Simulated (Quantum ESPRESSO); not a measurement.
## Ag under changes of volume

One of the cells (18.154 Å³/atom); the others are scaled copies at fixed shape and fractional positions:

```
CELL_PARAMETERS angstrom
-1.65565 1.65565 1.65565
1.65565 -1.65565 1.65565
1.65565 1.65565 -1.65565
ATOMIC_POSITIONS crystal
Ag 0.00000 0.00000 0.00000
```

This isn't the form of Ag at room conditions, which is fcc.

```yaml
Program: Quantum ESPRESSO 7.5
Functional: PBE
Potentials_or_basis: SSSP 1.3 efficiency PBE
Cutoff: 816 eV
Density_cutoff: 3265 eV
k_mesh: 11 × 11 × 11
Occupations: fermi-dirac, width 0.05 eV
Spin: no spin polarisation
```

```tsv
volume (Å³/atom)	energy over the lowest point (meV/atom)	pressure (GPa)
17.065	?	?
17.428	4.28	2.9
17.791	0.00	0.8
18.154	0.13	-1.0
18.517	4.11	-2.6
18.880	11.45	-3.9
19.243	21.71	-5.1
```

**Question.** What does the run at 17.065 Å³/atom give?

**Answer.** Energy over the lowest point 13.62 meV/atom; pressure 5.3 GPa.

Worked out: A Birch-Murnaghan fit of order 3 (a polynomial in V^(-2/3)) to the other rows has its minimum at 17.96 Å³/atom with B0 = V·E''(V) = 90 GPa and B' = 5.7. It gives 13.61 meV/atom at 17.065 Å³/atom, against the run's 13.62, and -dE/dV = 5.3 GPa, against 5.3.

Energies are extrapolated to zero smearing.
